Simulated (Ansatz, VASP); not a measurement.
# One calculation of CoO, two programs

File INCAR:

```
  PREC = Accurate
  ENCUT = 520
  EDIFF = 1E-7
  ISMEAR = 0
  SIGMA = 0.1
  LREAL = F
  LASPH = T
  NELM = 150
  ALGO = Normal
  ISIF = 2
  LWAVE = F
  LCHARG = F
  ISPIN = 2
  MAGMOM = -3 3 0 0
  LORBIT = 11
  LMAXMIX = 4
  GGA = PS
  NBANDS = 27
```

Contents of KPOINTS:

```
Automatic mesh
0
Gamma
  6 6 6
```

POSCAR

```
CoO
1.0
    1.6022198417      0.9250420569      5.1329417806
   -1.6022198417      0.9250420569      5.1329417806
    0.0000000000     -1.8500841138      5.1329417806
Co O
2 2
Direct
    0.9994877300      0.9994877300      0.9994877300
    0.4994905900      0.4994905900      0.4994905900
    0.3754955300      0.3754955300      0.3754955300
    0.8755255000      0.8755255000      0.8755255000
```

Input for Ansatz:

```yaml
crystal:
  lattice:
    - [1.6022198417, 0.9250420569, 5.1329417806]
    - [-1.6022198417, 0.9250420569, 5.1329417806]
    - [0.0, -1.8500841138, 5.1329417806]
  atoms:
    - { symbol: Co, position: [0.99948773, 0.99948773, 0.99948773], spin: -3.0 }
    - { symbol: Co, position: [0.49949059, 0.49949059, 0.49949059], spin: 3.0 }
    - { symbol: O, position: [0.37549553, 0.37549553, 0.37549553] }
    - { symbol: O, position: [0.8755255, 0.8755255, 0.8755255] }
basis:
  ecutwfc: 420
kpoints:
  mp_grid: { grid: [6, 6, 6] }
hamiltonian:
  xc: pbesol
scf:
  occupations: { method: gaussian, width: 0.1 }
  lower_state_search: "off"
output:
  forces: true
  stress: true
  eigenvalues: true
  populations: true
magnetization:
  spin_polarized: true
```

Measurements of this composition are mostly on another form, of space group No. 225.

Alike in both runs: task single point; functional PBEsol; k mesh 6 × 6 × 6; occupations gaussian, width 0.1 eV; collinear spin.

|  | VASP | Ansatz |
| --- | --- | --- |
| version | VASP 6.6.1 | Ansatz 0.2.0 |
| potentials or method | VASP PAW PBE potentials, release 64 (Co, O) | scalar-relativistic, plane waves, PAW |
| plane-wave cutoff (eV) | 520 | 420 |
| valence electrons in the cell | 30 | 46 |

|  | VASP | Ansatz | Ansatz less VASP |
| --- | --- | --- | --- |
| gap on the k mesh at the Fermi level (eV) | none | none | - |
| pressure (GPa) | -10.0 | -9.9 | +0.15 |
| largest component of the traceless stress (GPa) | 1.30 | 1.42 | +0.115 |
| rms of the force components (eV/Å) | 0.055 | 0.060 | +0.0045 |
| net moment per atom (μB) | 0.00 | 0.00 | 0.000 |
| size of the moment on the site where the two differ most (μB) | 2.16 | 2.01 | -0.153 |

Site moments also hang on the region over which each program counts them. Atom by atom the forces differ by 0.005 eV/Å (rms over components). A gap of «none» marks a metal or a gap that the smearing closes. The two sets of potentials don't hold the same shells in valence.

Caveats: the k mesh is coarse (spacing up to 0.38 Å⁻¹), so the values aren't converged; the PAW data sets were made with another functional, which shifts forces and pressure a little (VASP); semilocal functionals often make such compounds metallic where correlation or magnetic order opens a gap, which also shifts bond lengths.
